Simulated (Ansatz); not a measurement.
**Cd: how well frozen cores do**

Aim: solve Cd at one geometry with LAPW, all electrons, PAW with frozen cores and all-electron PAW on datasets made for the crystal, and see where they agree.

Computed with Ansatz 0.2.0 (DFT PBE, scalar-relativistic, unless a step's input says otherwise).

### Step 1. The structure to begin with

It takes space group P6_3/mmc (No. 194, hexagonal). The conventional cell has a = 2.979 Å, b = 2.979 Å, c = 5.618 Å, α = 90.00°, β = 90.00°, γ = 120.00°. Cd (site symmetry -6m2) has 12 Cd at 2.98 to 3.29 Å as nearest neighbours.

Coordinates:

```
CELL_PARAMETERS angstrom
2.97887 0.00000 0.00000
-1.48944 2.57978 0.00000
0.00000 0.00000 5.61765
ATOMIC_POSITIONS crystal
Cd 0.33333 0.66667 0.25000
Cd 0.66667 0.33333 0.75000
```

The structure is an experimental refinement, used without relaxation.

Atoms are numbered in the order of the input: Cd1, Cd2.

### Step 2. LAPW, all electrons

input.yaml

```yaml
crystal:
  lattice:
    - [2.9788725081, 0.0, 0.0]
    - [-1.489436254, 2.5797792666, 0.0]
    - [0.0, 0.0, 5.61765]
  atoms:
    - { symbol: Cd, position: [0.3333333333, 0.6666666667, 0.25] }
    - { symbol: Cd, position: [0.6666666667, 0.3333333333, 0.75] }
kpoints:
  mp_grid: { grid: [14, 14, 7] }
  band_path:
    path:
      - [0.0, 0.0, 0.0]
      - [0.5, 0.0, 0.0]
      - [0.3333333333, 0.3333333333, 0.0]
      - [0.0, 0.0, 0.0]
      - [0.0, 0.0, 0.5]
      - [0.5, 0.0, 0.5]
      - [0.3333333333, 0.3333333333, 0.5]
      - [0.0, 0.0, 0.5]
      - [0.5, 0.0, 0.5]
    npoints: 14
scf:
  occupations: { method: fermi_dirac, width: 0.05 }
hamiltonian:
  xc: pbe
  pseudopotentials: { kind: all_electron, lapw: { basis_error: 0.00025 } }
output:
  forces: true
  stress: true
  eigenvalues: true
  populations: true
  dos: { projected: true, de: 0.2, e_range: [-14, 8] }
```

Run with:

```sh
$ ansatz run input.yaml --threads 1 --pin off --max-ram 3072MiB --backend cpu --events-out ev --progress --plain --runs-dir out
```

The program printed:

```text
Cd: projections on atomic orbitals take those of the free atom 1s2 2s2 2p6 3s2 3p6 3d10 4s2 4p6 4d10 5s2, of charge +0.00 (hamiltonian.pseudopotentials.projection_atoms)
LAPW: plane waves up to 8.233 Å⁻¹, error target 2.5e-4 eV per atom; small_component_spin mean_spin; Cd in spheres of 1.489 Å, 20 of its electrons in bands, Dirac shells []
Engine: ansatz 0.2.0
Pseudopotentials: kind: all_electron
Pseudopotential: Cd, LAPW, valence charge 20, Koelling and Harmon's equation, gaussian nucleus
Functional definition: PBE
  parameter kappa = 0.804
  parameter beta = 0.06672455060314922
  exchange = pbe_x(kappa = kappa, mu = beta*pi^2/3)
  correlation = pbe_c(beta = beta)
Crystal: 2 atoms, lattice volume = 43.171 Å³
Basis set: ecut = 258.2339178098305 eV, 399 PW (Γ), exchange–correlation at level 2
Bands: 24, of which v1, the nominal top of the filled ones, is band 20 counted from 1 (19 counted from 0)
Symmetry: 24 space group operations
Space group: P63/mmc (ITA 194), of the structure as read, at distance tolerance 3.5e-5 Å
k-points: 96 of 1372
Non-local potential: Cd, projectors of the file, none
Initial density: superposition of atomic densities (chi_scale 0.1, normalization cell)
Initial wavefunctions: plane waves of lowest kinetic energy (no species holds an atomic orbital)
Functional: x = pbe(κ = 0.804, μ = 0.2195149727645171), c = pbe(β = 0.06672455060314922)
iter 1 solved again at ethr=1.49e-4 eV; its pass at ethr=1.00e-1 eV (dr2=5.96e-2 eV) is discarded
SCF iter   1: F=—  HF=-304470.962955 eV  |F-HF|=—  |Δ(HF+E_count)|=         —  Δρ=1.36e-2  dr2=6.00e-2  ethr=1.49e-4  ⟨swp⟩=3.1  Hψ=15739  notcnv=0
preconditioner: auto → Kerker (q_TF=auto, 2.694 Å⁻¹)  [metal: Δε(μ)=0.041 eV  Ē_g=12.905 eV  σ=0.050 eV  W_gap=0.20  n_scr=22 (ndim 8)  ℏωp=27.7 eV  f_vac=0.000  D(μ)=0.78/eV (n_scr^D=2)]
SCF iter   2: F=—  HF=-304470.860622 eV  |F-HF|=—  |Δ(HF+E_count)|=   1.02e-1  Δρ=7.18e-3  dr2=2.07e-2  ethr=1.49e-4  ⟨swp⟩=2.1  Hψ=7012  notcnv=0
SCF iter   3: F=—  HF=-304470.854338 eV  |F-HF|=—  |Δ(HF+E_count)|=   6.28e-3  Δρ=5.53e-3  dr2=1.31e-2  ethr=5.19e-5  ⟨swp⟩=2.0  Hψ=6645  notcnv=0
SCF iter   4: F=—  HF=-304470.854363 eV  |F-HF|=—  |Δ(HF+E_count)|=   2.49e-5  Δρ=2.15e-3  dr2=2.47e-3  ethr=3.27e-5  ⟨swp⟩=2.0  Hψ=6645  notcnv=0
iter 5 solved again at ethr=2.42e-7 eV; its pass at ethr=6.17e-6 eV (dr2=9.69e-5 eV) is discarded
SCF iter   5: F=—  HF=-304470.855321 eV  |F-HF|=—  |Δ(HF+E_count)|=   9.58e-4  Δρ=4.32e-4  dr2=9.67e-5  ethr=2.42e-7  ⟨swp⟩=2.0  Hψ=11401  notcnv=0
SCF iter   6: F=—  HF=-304470.855346 eV  |F-HF|=—  |Δ(HF+E_count)|=   2.55e-5  Δρ=1.22e-4  dr2=6.56e-6  ethr=2.42e-7  ⟨swp⟩=2.0  Hψ=6647  notcnv=0
SCF iter   7: F=—  HF=-304470.855347 eV  |F-HF|=—  |Δ(HF+E_count)|=   6.16e-7  Δρ=2.97e-5  dr2=5.94e-7  ethr=1.64e-8  ⟨swp⟩=2.1  Hψ=6655  notcnv=0
SCF iter   8: F=-304470.855347 eV  HF=-304470.855347 eV  |F-HF|=5.24e-10  |Δ(HF+E_count)|=   2.66e-8  Δρ=8.23e-6  dr2=3.27e-8  ethr=1.48e-9  ⟨swp⟩=2.0  Hψ=6645  notcnv=0
SCF 1 converged in 8 iterations: F = -304470.855347 eV  dr2 = 3.27e-8
NSCF: frozen V_eff on 113 k-points
SCF converged after 8 iterations
Free energy (F): -304470.855347 eV
Harris-Foulkes:  -304470.855347 eV  (|F-HF|=5.24e-10)
Internal energy: -304470.849236 eV  (E = F + TS)
E sigma→0 (E₀):  -304470.852291 eV
Entropy (-TS):   -0.006111 eV (-3.056 meV/atom)
Fermi energy:    15.877402 eV
--- Per-component energies (eV) ---
  E_band       = -743.595281
  E_kinetic    = 318954.712235
  E_xc         = -8419.562240
  E_electrostatic = -615005.999230  (all electrons and nuclei)
  E_smearing   = -0.006111  (= −TS)
  E_closure    = 0.000000  (closes the sum)
  E_atoms      = -304469.393213  (free atoms, spherical and without spin; not in F)
  Σ components = -304470.855347   (vs F -304470.855347, Δ=0.00e0)
  Basis errors (estimates in eV, not in F): energy 6.8e-5 per atom: plane waves 6.3e-5 (3.3e-5 summed), levels above the bands 1.1e-49, relativity 4.0e-9, radial functions 4.9e-6, core shells 6.4e-8; eigenvalues (radial functions only) 1.6e-6; not estimated: angular momenta, meshes, grids; target (lapw.basis_error) 2.5e-4; muffin-tin radii Cd 1.489 Å
--- Forces (eV/Å), atoms counted from 1 ---
  atom   1  Cd    -0.00000000    -0.00000000     0.00000000
  atom   2  Cd     0.00000000     0.00000000    -0.00000000
  max |Σ_I F_I| component: 4.63e-18 eV/Å
--- Stress (GPa, compression-positive) ---
        3.469016       0.000000       0.000000
        0.000000       3.469016       0.000000
        0.000000       0.000000       2.056601
  P = ⅓ Tr σ = 2.9982 GPa (29.982 kbar)
--- Band table (eV; the first three rows and the last of 96) ---
  k-point 0: bands = ["-87.2740", "-87.2728", "-48.3330", "-48.3137", "-48.2943", "-48.2943", "-48.2922", "-48.2922", "5.9589", "6.2254", "6.5903", "6.5903", "6.6414", "6.6414", "6.9799", "7.1117", "7.1117", "7.3635", "7.3635", "12.8035", "12.8217", "26.1783", "29.5756", "30.5409"]
  k-point 1: bands = ["-87.2739", "-87.2729", "-48.3320", "-48.3147", "-48.2942", "-48.2942", "-48.2923", "-48.2923", "5.9719", "6.2120", "6.5892", "6.5892", "6.6361", "6.6361", "7.1028", "7.1279", "7.1279", "7.3539", "7.3539", "11.3030", "14.5208", "25.0227", "29.5881", "30.6175"]
  k-point 2: bands = ["-87.2737", "-87.2730", "-48.3294", "-48.3173", "-48.2939", "-48.2939", "-48.2926", "-48.2926", "6.0083", "6.1745", "6.5889", "6.5889", "6.6225", "6.6225", "7.1705", "7.1705", "7.3258", "7.3258", "7.4707", "10.0044", "16.4116", "22.8948", "29.6242", "30.3027"]
  k-point 95: bands = ["-87.2689", "-87.2688", "-48.3346", "-48.3342", "-48.3270", "-48.3264", "-48.3159", "-48.3156", "6.3873", "6.4115", "6.5478", "6.5725", "6.7215", "6.8057", "6.9805", "6.9812", "7.3324", "7.3559", "16.2079", "16.3762", "17.1230", "17.3239", "18.2511", "18.9879"]
--- Löwdin populations: 2 sites ---
  site symbol       q [e]
     0     Cd     47.4765
     1     Cd     47.4765
  spilling = 0.010907 (of n_electrons = 96.000000)
```

Wall time 30 s (1 thread of Arm Neoverse V2, shared host); peak memory 0.45 GiB.

This run gives: pressure 3.00 GPa; no gap.

At the corners of the path (eV, zero at the Fermi level):

| point | band 17 | band 18 | band 19 | band 20 | band 21 | band 22 | band 23 |
| --- | --- | --- | --- | --- | --- | --- | --- |
| Γ | -8.77 | -8.51 | -8.51 | -3.07 | -3.06 | 10.30 | 13.70 |
| M | -8.25 | -8.23 | -2.37 | -1.87 | 1.94 | 2.97 | 3.14 |
| K | -8.64 | -8.64 | -0.01 | -0.01 | 0.38 | 4.32 | 4.83 |
| Γ | -8.77 | -8.51 | -8.51 | -3.07 | -3.06 | 10.30 | 13.70 |
| A | -8.62 | -8.62 | -7.40 | -7.40 | 3.66 | 3.66 | 13.97 |
| L | -8.24 | -8.24 | -1.57 | -1.57 | 0.06 | 0.06 | 7.94 |
| H | -8.53 | -8.53 | 1.01 | 1.01 | 1.50 | 1.50 | 1.82 |
| A | -8.62 | -8.62 | -7.40 | -7.40 | 3.66 | 3.66 | 13.97 |
| L | -8.24 | -8.24 | -1.57 | -1.57 | 0.06 | 0.06 | 7.94 |

States per cell in windows of 1 eV (zero at the Fermi level; grid of 0.20 eV, so sharp peaks spill over the borders):

| from | to | total | Cd 4d | Cd 5s |
| --- | --- | --- | --- | --- |
| -10 | -9 | 9.04 | 8.89 | 0.13 |
| -9 | -8 | 11.06 | 10.87 | 0.17 |
| -8 | -7 | 0.25 | 0.03 | 0.22 |
| -7 | -6 | 0.32 | 0.03 | 0.29 |
| -6 | -5 | 0.40 | 0.03 | 0.35 |
| -5 | -4 | 0.47 | 0.03 | 0.40 |
| -4 | -3 | 0.54 | 0.03 | 0.43 |
| -3 | -2 | 0.63 | 0.02 | 0.43 |
| -2 | -1 | 0.68 | 0.02 | 0.34 |
| -1 | 0 | 0.59 | 0.01 | 0.21 |
| 0 | 1 | 0.53 | 0.01 | 0.19 |
| 1 | 2 | 0.92 | 0.01 | 0.35 |
| 2 | 3 | 0.90 | 0.01 | 0.17 |
| 3 | 4 | 0.86 | 0.00 | 0.09 |
| 4 | 5 | 0.77 | 0.00 | 0.07 |

### Step 3. PAW with frozen cores

Changes to input.yaml since step 2:

```diff
@@ -26,3 +26,3 @@
   xc: pbe
-  pseudopotentials: { kind: all_electron, lapw: { basis_error: 0.00025 } }
+  pseudopotentials: { kind: paw }
 output:
@@ -31,3 +31,9 @@
   eigenvalues: true
+  efg: { contact_densities: true }
   populations: true
+  bader: true
   dos: { projected: true, de: 0.2, e_range: [-14, 8] }
+  write_density: true
+  write_potential: true
+  elf: true
+  volumetric_format: npy
```

Run with:

```sh
$ ansatz run input.yaml --threads 1 --pin off --max-ram 3072MiB --backend cpu --events-out ev --progress --plain --runs-dir out
```

The program printed, shortened:

```text
Cd: output.efg is read without spin–orbit coupling, which moves field gradients at and beside such atoms by some per cent and up to a factor of two; PAW files take it under magnetization.noncollinear and magnetization.spin_orbit
[...]
Pseudopotentials: kind: paw
Pseudopotential: Cd, paw, valence charge 20, recommended cutoff 420 eV (normal)
[... 1 set-up line as earlier in the session ...]
[...]
Crystal: 2 atoms, lattice volume = 43.171 Å³
Basis set: ecut = 420 eV, 835 PW (Γ), exchange–correlation on 40×40×80 points (8 copies of the dense FFT grid, shifted against one another)
Bands: 24, of which v1, the nominal top of the filled ones, is band 20 counted from 1 (19 counted from 0)
[... 2 set-up lines as earlier in the session ...]
k-points: 96 of 1372
[...]
        3.470045       0.000000       0.000000
        0.000000       3.470045       0.000000
        0.000000       0.000000       2.053510
  P = ⅓ Tr σ = 2.9979 GPa (29.979 kbar)
--- PAW observables at the nuclei: V_zz in 10²¹ V/m², potentials from the cell's mean, atoms counted from 1 ---
  atom   1  Cd V_zz =    +7.615895   η = 0.0000   by run symmetry: allowed
            electrostatic potential = -7710.365404 V   contact ρ = 1035946.565834 e/Å³
  atom   2  Cd V_zz =    +7.615895   η = 0.0000   by run symmetry: allowed
            electrostatic potential = -7710.365404 V   contact ρ = 1035946.565834 e/Å³
--- Band table (eV; the first three rows and the last of 96) ---
[... band rows left out ...]
[...]
--- Löwdin populations: 2 sites ---
  site symbol       q [e]
     0     Cd     19.4690
     1     Cd     19.4690
  spilling = 0.026548 (of n_electrons = 40.000000)
--- Bader charges: 2 sites ---
  site symbol  charge [e]  shift [e]
     0     Cd      0.0000     0.0000
     1     Cd      0.0000     0.0000
  estimated error of the sums over rays = 4.7e-5 e
```

Wall time 11 s (1 thread of Arm Neoverse V2, shared host); peak memory 0.38 GiB.

Read from it: pressure 3.00 GPa; no gap; Vzz Cd1 7.62 (η = 0.00) (10²¹ V/m²).

| atom | Bader charge (e) | basin volume (Å³) |
| --- | --- | --- |
| Cd1 | +0.00 | 21.59 |

Density in a lattice plane of the grid's cell (edges 2.98 and 5.62 Å, at 0.333 of the third edge), which holds Cd.

Values in e/Å³, 12 rows by 6 columns:
```
 0.16  0.11  0.16  0.49  0.98  0.49
 0.38  0.17  0.38  4.00 10.78  3.99
 0.61  0.21  0.61  9.54 25.78  9.51
 0.38  0.17  0.38  4.01 10.81  4.00
 0.16  0.11  0.16  0.45  0.85  0.45
 0.10  0.10  0.10  0.13  0.15  0.13
 0.16  0.19  0.16  0.12  0.11  0.12
 0.38  0.64  0.38  0.18  0.14  0.18
 0.61  1.21  0.61  0.22  0.16  0.22
 0.38  0.64  0.38  0.18  0.14  0.18
 0.16  0.20  0.16  0.12  0.11  0.12
 0.10  0.10  0.10  0.12  0.14  0.12
```
Columns run along the first of these edges and rows up along the second, over one cell in 6 and 12 even steps from the bottom left corner. Atoms in the plane (fractional): Cd at (0.67, 0.75).

ELF in the same plane.

Ten even steps from '0' (0.17) to '9' (0.91):
```
000000000000
000000122210
000001345431
000002478742
000003589853
000002478742
000001344431
000000122210
000000000000
000000000000
000000000000
000000011100
000000112110
011100012100
012100012100
011100012100
000000112110
000000011100
000000000000
000000000000
```
Columns run along the first of these edges and rows up along the second, over one cell in 12 and 20 even steps from the bottom left corner. Atoms in the plane (fractional): Cd at (0.67, 0.75).

Both are smooth fields of the valence electrons: close to the nuclei they are not physical.

### Step 4. All-electron PAW on datasets made for the crystal

Changes to input.yaml since step 3:

```diff
@@ -21,3 +21,3 @@
       - [0.5, 0.0, 0.5]
-    npoints: 14
+    npoints: 8
 scf:
@@ -26,3 +26,3 @@
   xc: pbe
-  pseudopotentials: { kind: paw }
+  pseudopotentials: { kind: all_electron, datasets: crystal }
 output:
@@ -32,8 +32 @@
   efg: { contact_densities: true }
-  populations: true
-  bader: true
-  dos: { projected: true, de: 0.2, e_range: [-14, 8] }
-  write_density: true
-  write_potential: true
-  elf: true
-  volumetric_format: npy
```

Run with:

```sh
$ ansatz run input.yaml --threads 1 --pin off --max-ram 3072MiB --backend cpu --events-out ev --progress --plain --runs-dir out
```

The program printed, shortened:

```text
[...]
band count auto-derived: 17 (N_el = 24.0; filled up to band 12; 16 by the electrons, moments and atoms)
Cd: output.efg is read without spin–orbit coupling, which moves field gradients at and beside such atoms by some per cent and up to a factor of two; PAW files take it under magnetization.noncollinear and magnetization.spin_orbit
[...]
[... 1 set-up line as earlier in the session ...]
Pseudopotential: Cd, paw, valence charge 12, recommended cutoff 260 eV (normal), Koelling and Harmon's equation, gaussian nucleus
[... 1 set-up line as earlier in the session ...]
[...]
Crystal: 2 atoms, lattice volume = 43.171 Å³
Basis set: ecut = 260 eV, 399 PW (Γ), exchange–correlation on 32×32×60 points (8 copies of the dense FFT grid, shifted against one another)
Bands: 17, of which v1, the nominal top of the filled ones, is band 12 counted from 1 (11 counted from 0)
[... 1 set-up line as earlier in the session ...]
[...]
--- Forces (eV/Å), atoms counted from 1 ---
  atom   1  Cd    -0.00000000    -0.00000000     0.00000000
  atom   2  Cd     0.00000000     0.00000000    -0.00000000
[...]
--- Stress (GPa, compression-positive) ---
        3.468854       0.000000       0.000000
        0.000000       3.468854       0.000000
        0.000000       0.000000       2.055971
  P = ⅓ Tr σ = 2.9979 GPa (29.979 kbar)
--- PAW observables at the nuclei: V_zz in 10²¹ V/m², potentials from the cell's mean, atoms counted from 1 ---
  atom   1  Cd V_zz =    +7.744488   η = 0.0000   by run symmetry: allowed
            electrostatic potential = -7710.321327 V   contact ρ = 1035926.915614 e/Å³
  atom   2  Cd V_zz =    +7.744488   η = 0.0000   by run symmetry: allowed
            electrostatic potential = -7710.321327 V   contact ρ = 1035926.915614 e/Å³
--- Band table (eV; the first three rows and the last of 96) ---
  k-point 0: bands = ["5.9590", "6.2255", "6.5903", "6.5903", "6.6414", "6.6414", "6.9798", "7.1118", "7.1118", "7.3635", "7.3635", "12.8035", "12.8217", "26.1783", "29.5753"]
[...]
```

Run time: 12 s. Hardware: 1 thread of Arm Neoverse V2, shared host; peak memory 0.4 GiB.

Read from it: pressure 3.00 GPa; no gap; Vzz Cd1 7.74 (η = 0.00) (10²¹ V/m²).

| atom | contact density (e/Å³) |
| --- | --- |
| Cd1 | 1035927 |

### Step 5. The methods compared

| method | pressure (GPa) | Vzz Cd1 (10²¹ V/m²) | SCF cycles, all passes |
| --- | --- | --- | --- |
| LAPW | 3.00 | – | 8 |
| PAW | 3.00 | 7.62 | 6 |
| crystal datasets | 3.00 | 7.74 | 9 |

### Step 6. Summary of results

```
           quantity                                           value
           pressure  LAPW 3.00, PAW 3.00, crystal datasets 3.00 GPa
         gap (LAPW)                                            none
Bader charges (PAW)                                     Cd1 +0.00 e
```

The pressure of 3.0 GPa pushes the cell to expand, with the atoms held in place. Bands cross the Fermi level: the crystal is a metal at this level. The field gradient at Cd1, the largest by crystal datasets, is 7.62 by PAW and 7.74 by crystal datasets (10²¹ V/m²), within 5 %. No spin–orbit coupling: at heavy atoms the gradients can be off by tens of per cent for that reason. PAW lies less than 0.01 GPa from LAPW in pressure. The price, with the outputs that each input asks for: 30 s for LAPW against 11 s for PAW, about 2.7 to one.
